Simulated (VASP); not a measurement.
# CoO (R-3m) in VASP: a series of runs

Runs on CoO. Level: PBE+U. Tasks: single point.

Program: VASP 6.6.1. These are calculated values, not measurements. Logs are shortened: lines on timing, memory, paths and dates and some standing lists are left out, and cuts for length are marked.

**1. The structure**

It takes space group R-3m (No. 166, trigonal). Conventional cell: a = 3.055 Å, b = 3.055 Å, c = 7.404 Å, α = 90.00°, β = 90.00°, γ = 120.00°. Around Co (site symmetry -3m) lie 6 O at 2.15 Å. O (site symmetry -3m) has 6 Co at 2.15 Å as nearest neighbours.

**2. Single point, PBE+U, collinear spin, twin_end start**

File INCAR:

```
  PREC = Accurate
  ENCUT = 520
  EDIFF = 1E-7
  ISMEAR = 0
  SIGMA = 0.05
  LREAL = False
  LASPH = True
  NELM = 150
  ALGO = Normal
  ISIF = 2
  LWAVE = False
  LCHARG = True
  ISPIN = 2
  MAGMOM = 2.8 -2.8 0 0
  LORBIT = 11
  LMAXMIX = 4
  LDAU = True
  LDAUTYPE = 2
  LDAUL = 2 -1
  LDAUU = 3.3 0
  LDAUJ = 0 0
  LDAUPRINT = 1
  GGA = PE
  LELF = True
  LVHAR = True
  NBANDS = 27
```

File KPOINTS:

```
Automatic mesh
0
Gamma
  10 10 10
```

File POSCAR:

```
CoO
1.0
   -2.1297675892     -2.1297675892      4.2898748947
   -4.2898748947     -2.1297675892      2.1297675892
   -2.1297675892     -4.2898748947      2.1297675892
Co O
2 2
Direct
    0.0000000000      0.0000000000      0.0000000000
    0.5000000000      0.5000000000      0.5000000000
    1.2499999988     -0.7500000012     -0.7500000012
    1.7500000012     -0.2499999988     -0.2499999988
```

Potentials or basis: VASP PAW PBE potentials, release 64 (Co, O).

Launch:

```
cat potpaw_PBE.64/Co/POTCAR potpaw_PBE.64/O/POTCAR > POTCAR
mpirun -np 1 vasp_std > vasp.out
```

OUTCAR:

```text
PREC = Accurate
   ENCUT = 520
   EDIFF = 1E-7
   ISMEAR = 0
   LREAL = False
   LASPH = True
   NELM = 150
   ISIF = 2
   ISPIN = 2
   LORBIT = 11
   GGA = PE

 ion  position               nearest neighbor table
   1  0.000  0.000  0.000-   4 2.15   3 2.15   4 2.15   3 2.15   3 2.15   4 2.15   2 3.03   2 3.03
                             2 3.03   2 3.03   2 3.03   2 3.03
   2  0.500  0.500  0.500-   3 2.15   3 2.15   4 2.15   4 2.15   3 2.15   4 2.15   1 3.03   1 3.03
                             1 3.03   1 3.03   1 3.03   1 3.03
   3  0.250  0.250  0.250-   2 2.15   2 2.15   2 2.15   1 2.15   1 2.15   1 2.15
   4  0.750  0.750  0.750-   2 2.15   2 2.15   2 2.15   1 2.15   1 2.15   1 2.15

  LATTYP: Found a trigonal (rhomboedric) cell.
 ALAT       =     5.2416454077
 COS(alpha) =     0.8301696223

  Lattice vectors:

 A1 = (  -2.1297675892,  -2.1297675892,   4.2898748947)
 A2 = (  -4.2898748947,  -2.1297675892,   2.1297675892)
 A3 = (  -2.1297675892,  -4.2898748947,   2.1297675892)

Analysis of symmetry for initial positions (statically):
=====================================================================
 Subroutine PRICEL returns following result:

  LATTYP: Found a trigonal (rhomboedric) cell.
 ALAT       =     3.0334375600
 COS(alpha) =     0.4929152713
[... 12 lines left out ...]
 Subroutine GETGRP returns: Found 12 space group operations
 (whereof 12 operations were pure point group operations)
 out of a pool of 12 trial point group operations.

The static configuration has the point symmetry D_3d.

Analysis of symmetry for dynamics (positions and initial velocities):
=====================================================================
 Subroutine PRICEL returns following result:

  LATTYP: Found a trigonal (rhomboedric) cell.
 ALAT       =     3.0334375600
 COS(alpha) =     0.4929152713
[... 12 lines left out ...]
 Subroutine GETGRP returns: Found 12 space group operations
 (whereof 12 operations were pure point group operations)
 out of a pool of 12 trial point group operations.

The dynamic configuration has the point symmetry D_3d.

Analysis of structural, dynamic, and magnetic symmetry:
=====================================================================
 Subroutine PRICEL returns following result:

  LATTYP: Found a trigonal (rhomboedric) cell.
 ALAT       =     3.0334375600
 COS(alpha) =     0.4929152713
[... 12 lines left out ...]
 Subroutine GETGRP returns: Found 12 space group operations
 (whereof 12 operations were pure point group operations)
 out of a pool of 12 trial point group operations.

The overall configuration has the point symmetry D_3d.

 Subroutine INISYM returns: Found 12 space group operations
 (whereof 12 operations are pure point group operations),
 and found     2 'primitive' translations

----------------------------------------------------------------------------------------

                                     Primitive cell

  volume of cell :      19.9460

  direct lattice vectors                    reciprocal lattice vectors
    -2.144937447  0.015169858  2.144937447    -0.232291411  0.230648553  0.232291411
[... 132 lines left out ...]
spin component  1

  0.9671  0.0005 -0.0003  0.0005  0.0000
  0.0005  0.9671 -0.0001 -0.0005  0.0003
 -0.0003 -0.0001  0.9998 -0.0001  0.0000
  0.0005 -0.0005 -0.0001  0.9671 -0.0003
  0.0000  0.0003  0.0000 -0.0003  0.9998

spin component  2

  0.6475 -0.1522  0.0230 -0.1522  0.0000
 -0.1522  0.6475  0.0115  0.1522 -0.0199
  0.0230  0.0115  0.1504  0.0115 -0.0000
 -0.1522  0.1522  0.0115  0.6475  0.0199
  0.0000 -0.0199 -0.0000  0.0199  0.1504

 occupancies and eigenvectors

  o =  0.1481  v =  0.0000  0.0000  0.0000  0.0000  0.0000 -0.0659 -0.0309  0.9961 -0.0350  0.0359      0.0000  0.0000  0.0000  0.0000  0.0000  0.0000  0.0000  0.0000  0.0000  0.0000
  o =  0.1481  v =  0.0000  0.0000  0.0000  0.0000  0.0000  0.0024  0.0583 -0.0359 -0.0559  0.9961      0.0000  0.0000  0.0000  0.0000  0.0000  0.0000  0.0000  0.0000  0.0000  0.0000
  o =  0.4976  v =  0.0000  0.0000  0.0000  0.0000  0.0000 -0.7910 -0.2298 -0.0785 -0.5612 -0.0190      0.0000  0.0000  0.0000  0.0000  0.0000  0.0000  0.0000  0.0000  0.0000  0.0000
  o =  0.4976  v =  0.0000  0.0000  0.0000  0.0000  0.0000 -0.1913 -0.7807 -0.0190  0.5894  0.0785      0.0000  0.0000  0.0000  0.0000  0.0000  0.0000  0.0000  0.0000  0.0000  0.0000
  o =  0.9519  v =  0.0000  0.0000  0.0000  0.0000  0.0000 -0.5774  0.5774  0.0000  0.5774  0.0000      0.0000  0.0000  0.0000  0.0000  0.0000  0.0000  0.0000  0.0000  0.0000  0.0000
  o =  0.9661  v = -0.5774  0.5774  0.0000  0.5774 -0.0000  0.0000  0.0000  0.0000  0.0000  0.0000      0.0000  0.0000  0.0000  0.0000  0.0000  0.0000  0.0000  0.0000  0.0000  0.0000
  o =  0.9677  v = -0.6775 -0.7333 -0.0092  0.0557  0.0062  0.0000  0.0000  0.0000  0.0000  0.0000      0.0000  0.0000  0.0000  0.0000  0.0000  0.0000  0.0000  0.0000  0.0000  0.0000
  o =  0.9677  v =  0.4555 -0.3590  0.0062  0.8145  0.0092  0.0000  0.0000  0.0000  0.0000  0.0000      0.0000  0.0000  0.0000  0.0000  0.0000  0.0000  0.0000  0.0000  0.0000  0.0000
  o =  0.9998  v =  0.0000  0.0078  0.0000 -0.0078  0.9999  0.0000  0.0000  0.0000  0.0000  0.0000      0.0000  0.0000  0.0000  0.0000  0.0000  0.0000  0.0000  0.0000  0.0000  0.0000
  o =  0.9998  v = -0.0090 -0.0045  0.9999 -0.0045 -0.0000  0.0000  0.0000  0.0000  0.0000  0.0000      0.0000  0.0000  0.0000  0.0000  0.0000  0.0000  0.0000  0.0000  0.0000  0.0000

atom =   2  type =  1  l = 2

 onsite density matrix

spin component  1

  0.6475 -0.1522  0.0230 -0.1522  0.0000
 -0.1522  0.6475  0.0115  0.1522 -0.0199
  0.0230  0.0115  0.1504  0.0115 -0.0000
 -0.1522  0.1522  0.0115  0.6475  0.0199
  0.0000 -0.0199 -0.0000  0.0199  0.1504

spin component  2

  0.9671  0.0005 -0.0003  0.0005  0.0000
  0.0005  0.9671 -0.0001 -0.0005  0.0003
 -0.0003 -0.0001  0.9998 -0.0001 -0.0000
  0.0005 -0.0005 -0.0001  0.9671 -0.0003
  0.0000  0.0003 -0.0000 -0.0003  0.9998

 occupancies and eigenvectors

  o =  0.1481  v =  0.0556 -0.0029 -0.8403  0.0585 -0.5361  0.0000  0.0000  0.0000  0.0000  0.0000      0.0000  0.0000  0.0000  0.0000  0.0000  0.0000  0.0000  0.0000  0.0000  0.0000
  o =  0.1481  v =  0.0355  0.0659 -0.5361 -0.0304  0.8403  0.0000  0.0000  0.0000  0.0000  0.0000      0.0000  0.0000  0.0000  0.0000  0.0000  0.0000  0.0000  0.0000  0.0000  0.0000
  o =  0.4976  v = -0.7750 -0.6026 -0.0769 -0.1724  0.0246  0.0000  0.0000  0.0000  0.0000  0.0000      0.0000  0.0000  0.0000  0.0000  0.0000  0.0000  0.0000  0.0000  0.0000  0.0000
  o =  0.4976  v = -0.2484  0.5470 -0.0246 -0.7954 -0.0769  0.0000  0.0000  0.0000  0.0000  0.0000      0.0000  0.0000  0.0000  0.0000  0.0000  0.0000  0.0000  0.0000  0.0000  0.0000
  o =  0.9519  v =  0.5774 -0.5774 -0.0000 -0.5774  0.0000  0.0000  0.0000  0.0000  0.0000  0.0000      0.0000  0.0000  0.0000  0.0000  0.0000  0.0000  0.0000  0.0000  0.0000  0.0000
  o =  0.9661  v =  0.0000  0.0000  0.0000  0.0000  0.0000  0.5774 -0.5774 -0.0000 -0.5774  0.0000      0.0000  0.0000  0.0000  0.0000  0.0000  0.0000  0.0000  0.0000  0.0000  0.0000
  o =  0.9677  v =  0.0000  0.0000  0.0000  0.0000  0.0000  0.7911  0.5705  0.0107  0.2206 -0.0027      0.0000  0.0000  0.0000  0.0000  0.0000  0.0000  0.0000  0.0000  0.0000  0.0000
  o =  0.9677  v =  0.0000  0.0000  0.0000  0.0000  0.0000  0.2020 -0.5841  0.0027  0.7861  0.0107      0.0000  0.0000  0.0000  0.0000  0.0000  0.0000  0.0000  0.0000  0.0000  0.0000
  o =  0.9998  v =  0.0000  0.0000  0.0000  0.0000  0.0000  0.0000  0.0078  0.0000 -0.0078  0.9999      0.0000  0.0000  0.0000  0.0000  0.0000  0.0000  0.0000  0.0000  0.0000  0.0000
  o =  0.9998  v =  0.0000  0.0000  0.0000  0.0000  0.0000  0.0090  0.0045 -0.9999  0.0045  0.0000      0.0000  0.0000  0.0000  0.0000  0.0000  0.0000  0.0000  0.0000  0.0000  0.0000

 number of electron      29.9999994 magnetization       0.0000000

 Free energy of the ion-electron system (eV)
  ---------------------------------------------------
  ext. energy  EPLUGINS =         0.00000000
  ---------------------------------------------------
  free energy    TOTEN  =       -22.84004042 eV

  energy without entropy =      -22.82848063  energy(sigma->0) =      -22.83426052

 E-fermi :   7.2125     XC(G=0): -12.2032

 val. band max:        7.2099222904   @ k =  -0.2000   0.2000   0.0000
 cond. band min:       7.2149527349   @ k =  -0.4000   0.4000   0.0000
 fundamental gap:      0.0050304445
 Fermi energy:         7.2125274071

 spin component 1

 k-point     1 :       0.0000    0.0000    0.0000
  band No.  band energies     occupation
      1     -12.0694      1.00000
      2     -10.8532      1.00000
      3      -0.2433      1.00000
      4       1.2280      1.00000
      5       1.2281      1.00000
      6       2.9312      1.00000
[... 1433 lines left out ...]
     26      22.0689      0.00000
     27      24.7745      0.00000

 [... further k-points ...]
[... 5 lines left out ...]
  --------------------------------------------------------------------------------------
  -------------------------------------------------------------------------------------
  Total       -1.6115464     -1.6115464     -1.6115464      0.6964064     -0.6964064     -0.6964064
  in kB      -64.7241876    -64.7241876    -64.7241876     27.9696194    -27.9696194    -27.9696194
  external PRESSURE =     -64.7241876 kB  Pullay stress =       0.0000000 kB

 VOLUME and BASIS-vectors are now :
 -----------------------------------------------------------------------------
  energy-cutoff  :      520.00
  volume of cell :       39.89
      direct lattice vectors                 reciprocal lattice vectors
    -2.129767589 -2.129767589  4.289874895     0.115324277  0.115324277  0.347615688
    -4.289874895 -2.129767589  2.129767589    -0.347615688  0.115324277 -0.115324277
    -2.129767589 -4.289874895  2.129767589     0.115324277 -0.347615688 -0.115324277

 POSITION                                       TOTAL-FORCE (eV/Angst)
 -----------------------------------------------------------------------------------
      0.00000      0.00000      0.00000        -0.000000     -0.000000      0.000000
     -4.27471     -4.27471      4.27471        -0.000000     -0.000000      0.000000
     -2.13735     -2.13735      2.13735         0.000000     -0.000000     -0.000000
     -6.41206     -6.41206      6.41206        -0.000000      0.000000      0.000000
 -----------------------------------------------------------------------------------
    total drift:                               -0.000000     -0.000000      0.000000

  FREE ENERGIE OF THE ION-ELECTRON SYSTEM (eV)
  ---------------------------------------------------
  free  energy   TOTEN  =       -22.8400404159 eV

  energy  without entropy=      -22.8284806325  energy(sigma->0) =      -22.83426052

 total charge

# of ion       s       p       d       tot
------------------------------------------
    1        0.292   0.341   7.122   7.755
    2        0.292   0.341   7.122   7.755
    3        1.555   3.427   0.000   4.982
    4        1.555   3.427   0.000   4.982
--------------------------------------------------
tot          3.694   7.536  14.243  25.473

 magnetization (x)

# of ion       s       p       d       tot
------------------------------------------
    1        0.004   0.001   2.657   2.662
    2       -0.004  -0.001  -2.657  -2.662
    3        0.000   0.000   0.000   0.000
    4        0.000   0.000   0.000   0.000
--------------------------------------------------
tot          0.000   0.000   0.000   0.000
```

Run time: 7.9 min. Hardware: 1 thread of AMD EPYC 9R45 (Zen 5), shared host; peak memory 0.38 GiB.

What came out:

```
Free energy                                           : -22.8400 eV
Pressure                                              : -6.5 GPa
Band gap on the k mesh                                : none (metal or under the smearing width)
Net moment                                            : 0.00 μB per cell
Site moments                                          : Co +2.66, -2.66; O +0.00 μB
Valence electrons inside the program's atomic spheres : Co 7.75; O 4.98
```

Stress tensor (GPa, compression positive):
```
-6.47  2.80 -2.80
 2.80 -6.47 -2.80
-2.80 -2.80 -6.47
```

Eigenvalues of the final occupation matrices:
```
    site  spin  trace               eigenvalues
site 1 d     1   4.90  0.97 0.97 0.97 1.00 1.00
site 1 d     2   2.24  0.15 0.15 0.50 0.50 0.95
site 2 d     1   2.24  0.15 0.15 0.50 0.50 0.95
site 2 d     2   4.90  0.97 0.97 0.97 1.00 1.00
```

The state reached can hang on the start; a lower one may exist.

**3. Single point, PBE+U, collinear spin, twin_end start**

File INCAR:

```
PREC = Accurate
ENCUT = 520
EDIFF = 1E-6
ISMEAR = 0
SIGMA = 0.05
LREAL = False
LASPH = True
NELM = 150
ALGO = Normal
ISIF = 2
LWAVE = False
LCHARG = True
ISPIN = 2
MAGMOM = 2.8 -2.8 0 0
LORBIT = 11
LMAXMIX = 4
LDAU = True
LDAUTYPE = 2
LDAUL = 2 -1
LDAUU = 3.3 0
LDAUJ = 0 0
LDAUPRINT = 1
GGA = PE
LELF = True
LVHAR = True
NBANDS = 27
```

KPOINTS is that of step 2.

File POSCAR:

```
CoO
1.0
   -2.1307425182     -2.1307425182      4.2918386411
   -4.2918386411     -2.1307425182      2.1307425182
   -2.1307425182     -4.2918386411      2.1307425182
Co O
2 2
Direct
    0.0000000000      0.0000000000      0.0000000000
    0.5000000000      0.5000000000      0.5000000000
    1.2499999988     -0.7500000012     -0.7500000012
    1.7500000012     -0.2499999988     -0.2499999988
```

Potentials or basis: VASP PAW PBE potentials, release 64 (Co, O).

Launch:

```
cat potpaw_PBE.64/Co/POTCAR potpaw_PBE.64/O/POTCAR > POTCAR
mpirun -np 1 vasp_std > vasp.out
```

OUTCAR:

```text
PREC = Accurate
   ENCUT = 520
   EDIFF = 1E-6
   ISMEAR = 0
   LREAL = False
   LASPH = True
   NELM = 150
   ISIF = 2
   ISPIN = 2
   LORBIT = 11
   GGA = PE

 ion  position               nearest neighbor table
   1  0.000  0.000  0.000-   4 2.15   4 2.15   3 2.15   3 2.15   4 2.15   3 2.15   2 3.03   2 3.03
                             2 3.03   2 3.03   2 3.03   2 3.03
   2  0.500  0.500  0.500-   3 2.15   4 2.15   3 2.15   3 2.15   4 2.15   4 2.15   1 3.03   1 3.03
                             1 3.03   1 3.03   1 3.03   1 3.03
   3  0.250  0.250  0.250-   2 2.15   2 2.15   2 2.15   1 2.15   1 2.15   1 2.15
   4  0.750  0.750  0.750-   2 2.15   2 2.15   2 2.15   1 2.15   1 2.15   1 2.15

  LATTYP: Found a trigonal (rhomboedric) cell.
 ALAT       =     5.2440448395
 COS(alpha) =     0.8301696223

  Lattice vectors:

 A1 = (  -2.1307425182,  -2.1307425182,   4.2918386411)
[... 309 lines left out ...]
      2     -10.8633      1.00000
      3      -0.2500      1.00000
      4       1.2159      1.00000
      5       1.2159      1.00000
      6       2.9135      1.00000
[... 1433 lines left out ...]
     26      22.0391      0.00000
     27      24.7417      0.00000

 [... further k-points ...]
[... 5 lines left out ...]
  --------------------------------------------------------------------------------------
  -------------------------------------------------------------------------------------
  Total       -1.6709561     -1.6709561     -1.6709561      0.6951443     -0.6951443     -0.6951443
  in kB      -67.0181681    -67.0181681    -67.0181681     27.8806244    -27.8806244    -27.8806244
  external PRESSURE =     -67.0181681 kB  Pullay stress =       0.0000000 kB

 VOLUME and BASIS-vectors are now :
 -----------------------------------------------------------------------------
  energy-cutoff  :      520.00
  volume of cell :       39.95
      direct lattice vectors                 reciprocal lattice vectors
    -2.130742518 -2.130742518  4.291838641     0.115271510  0.115271510  0.347456635
    -4.291838641 -2.130742518  2.130742518    -0.347456635  0.115271510 -0.115271510
    -2.130742518 -4.291838641  2.130742518     0.115271510 -0.347456635 -0.115271510

 POSITION                                       TOTAL-FORCE (eV/Angst)
 -----------------------------------------------------------------------------------
      0.00000      0.00000      0.00000        -0.000000      0.000000      0.000000
     -4.27666     -4.27666      4.27666        -0.000000      0.000000      0.000000
     -2.13833     -2.13833      2.13833        -0.000000     -0.000000     -0.000000
     -6.41499     -6.41499      6.41499         0.000000      0.000000      0.000000
 -----------------------------------------------------------------------------------
    total drift:                               -0.000000     -0.000000      0.000000

  FREE ENERGIE OF THE ION-ELECTRON SYSTEM (eV)
  ---------------------------------------------------
  free  energy   TOTEN  =       -22.8378580569 eV

  energy  without entropy=      -22.8262595337  energy(sigma->0) =      -22.83205880

 total charge

# of ion       s       p       d       tot
------------------------------------------
    1        0.292   0.340   7.121   7.752
    2        0.292   0.340   7.121   7.752
    3        1.555   3.426   0.000   4.981
    4        1.555   3.426   0.000   4.981
--------------------------------------------------
tot          3.693   7.533  14.241  25.467

 magnetization (x)

# of ion       s       p       d       tot
------------------------------------------
    1        0.004   0.001   2.657   2.662
    2       -0.004  -0.001  -2.657  -2.662
    3        0.000   0.000   0.000   0.000
    4        0.000   0.000   0.000   0.000
--------------------------------------------------
tot          0.000   0.000  -0.000  -0.000
```

Wall time 9.7 min (1 thread of Intel Xeon Platinum 8488C (Sapphire Rapids), shared host); peak memory 0.4 GiB.

Results:

```
Free energy                                           : -22.8379 eV
Pressure                                              : -6.7 GPa
Band gap on the k mesh                                : none (metal or under the smearing width)
Net moment                                            : 0.00 μB per cell
Site moments                                          : Co +2.66, -2.66; O +0.00 μB
Valence electrons inside the program's atomic spheres : Co 7.75; O 4.98
```

Levels at points of the mesh, in eV from the Fermi level:
Spin up:
```csv
k point,band 13,band 14,band 15,band 16,band 17,band 18
"(0.00, 0.00, 0.00)",-2.24,-1.36,-0.13,-0.13,1.40,2.83
"(0.50, 0.00, 0.00)",-1.64,-1.52,-0.06,0.16,2.68,2.80
"(0.50, 0.50, 0.00)",-1.83,-1.19,-0.07,0.16,3.05,3.09
"(0.50, 0.50, 0.50)",-1.14,-1.14,-0.20,-0.20,2.62,2.62
```
Spin down:
| k point | band 12 | band 13 | band 14 | band 15 | band 16 | band 17 | band 18 | band 19 |
| --- | --- | --- | --- | --- | --- | --- | --- | --- |
| (0.00, 0.00, 0.00) | -2.24 | -2.24 | -1.36 | -0.13 | -0.13 | 1.40 | 2.83 | 2.83 |
| (0.50, 0.00, 0.00) | -1.93 | -1.64 | -1.52 | -0.06 | 0.16 | 2.68 | 2.80 | 7.18 |
| (0.50, 0.50, 0.00) | -2.20 | -1.83 | -1.19 | -0.07 | 0.16 | 3.05 | 3.09 | 5.43 |
| (0.50, 0.50, 0.50) | -1.55 | -1.14 | -1.14 | -0.20 | -0.20 | 2.62 | 2.62 | 4.04 |

Eigenvalues of the final occupation matrices:
```csv
site,spin,trace,eigenvalues
site 1 d,1,4.90,0.97 0.97 0.97 1.00 1.00
site 1 d,2,2.24,0.15 0.15 0.50 0.50 0.95
site 2 d,1,2.24,0.15 0.15 0.50 0.50 0.95
site 2 d,2,4.90,0.97 0.97 0.97 1.00 1.00
```

The state reached can hang on the start; a lower one may exist.
